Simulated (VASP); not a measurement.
Runs of VASP 6.6.1 on Al. Symmetry: Fm-3m, No. 225, cubic system. The conventional cell has a = 4.050 Å, b = 4.050 Å, c = 4.050 Å, α = 90.00°, β = 90.00°, γ = 90.00°. Al (site symmetry m-3m) is surrounded by 12 Al at 2.86 Å. 

```csv
task,level,potentials or basis,cell,cutoff (eV),gap on the mesh (eV),pressure (GPa),relaxed volume (Å³/atom)
relaxation of cell and atoms,PBE,"VASP PAW PBE potentials, release 64 (Al)",relaxed,580,none,0.0,16.50
band structure,PBE,"VASP PAW PBE potentials, release 64 (Al)",as given,500,-,-0.5,-
relaxation of cell and atoms,vdW-DF,"VASP PAW PBE potentials, release 64 (Al)",relaxed,600,none,0.0,(b)
band structure,MS2,"VASP PAW PBE potentials, release 64 (Al)",as given,520,-,-1.9,-
band structure,r2SCAN,"VASP PAW PBE potentials, release 64 (Al)",as given,520,-,-3.6,-
relaxation of cell and atoms,optPBE-vdW,"VASP PAW PBE potentials, release 64 (Al)",relaxed,600,none,-0.1,16.73
band structure,M06-L,"VASP PAW PBE potentials, release 64 (Al)",as given,520,-,(a),-
```

Alike in all rows: no spin polarisation; k mesh 11 × 11 × 11; smearing fermi-dirac 0.05 eV.

Problem. Fill in the values left out.

Solution. (a) -7.0; (b) 17.04.

Caveats: the PAW data sets were made with another functional, which shifts forces and pressure a little (some runs).

A gap of «none» marks a metal or a gap under the smearing width.
